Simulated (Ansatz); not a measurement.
A (111) slab of NbC (Fm-3m (No. 225)), 11 planes, outer planes C (top) and C (bottom), with 11 atoms (Nb5C6) in a surface cell of A = 8.574 Å², as cut from the bulk:

```yaml
crystal:
  lattice:
    - [3.14654, 0.00000, 0.00000]
    - [-1.57327, 2.72498, 0.00000]
    - [0.00000, 0.00000, 27.84569]
  atoms:
    - { symbol: C, position: [0.33333, 0.66667, 0.26934] }
    - { symbol: Nb, position: [0.66667, 0.33333, 0.31547] }
    - { symbol: C, position: [0.00000, 0.00000, 0.36160] }
    - { symbol: Nb, position: [0.33333, 0.66667, 0.40774] }
    - { symbol: C, position: [0.66667, 0.33333, 0.45387] }
    - { symbol: Nb, position: [0.00000, 0.00000, 0.50000] }
    - { symbol: C, position: [0.33333, 0.66667, 0.54613] }
    - { symbol: Nb, position: [0.66667, 0.33333, 0.59226] }
    - { symbol: C, position: [0.00000, 0.00000, 0.63840] }
    - { symbol: Nb, position: [0.33333, 0.66667, 0.68453] }
    - { symbol: C, position: [0.66667, 0.33333, 0.73066] }
```

All numbers below come from DFT PBEsol, scalar-relativistic, plane waves, PAW (Ansatz). Settings: cutoff 420 eV, Γ-centred mesh 12×12×1 on the computed 11-atom cell, Gaussian smearing of 0.10 eV; no spin polarisation. The cell repeats along c with a dipole correction in the vacuum.

The relaxed slab holds 5 formula units of NbC and 1 further C. Against those formula units in the bulk and the further C in its standard state it lies 6.343 eV higher. The formation energy of NbC from the standard states is -1.240 eV a formula unit (uncorrected, no zero-point or thermal terms).

Task: Over what range can the chemical potential of C vary, and what is the surface energy at both ends?

Result: In contact with the bulk, μ(C) + μ(Nb) is fixed. With Δμ counted from the standard states, Δμ(C) ≤ 0 keeps elemental C from forming, and Δμ(Nb) ≤ 0 requires Δμ(C) ≥ ΔH = -1.240 eV. Other compounds of C and Nb can narrow this range. Then γ, the mean of both faces, = [6.343 eV − 1.00·Δμ(C)]/(2A). At the C-rich end (Δμ = 0): 6.343/(2 × 8.574) × 16.02 = 5.93 J/m². At the C-poor end: (6.343 + 1.240)/(2 × 8.574) × 16.02 = 7.08 J/m².

Task: How does its energy depend on growth conditions?

Result: It carries an excess of C, so its energy falls by 0.93 J/m² for each eV that μ(C) rises: C-rich conditions lower it; whether it appears depends on the other terminations.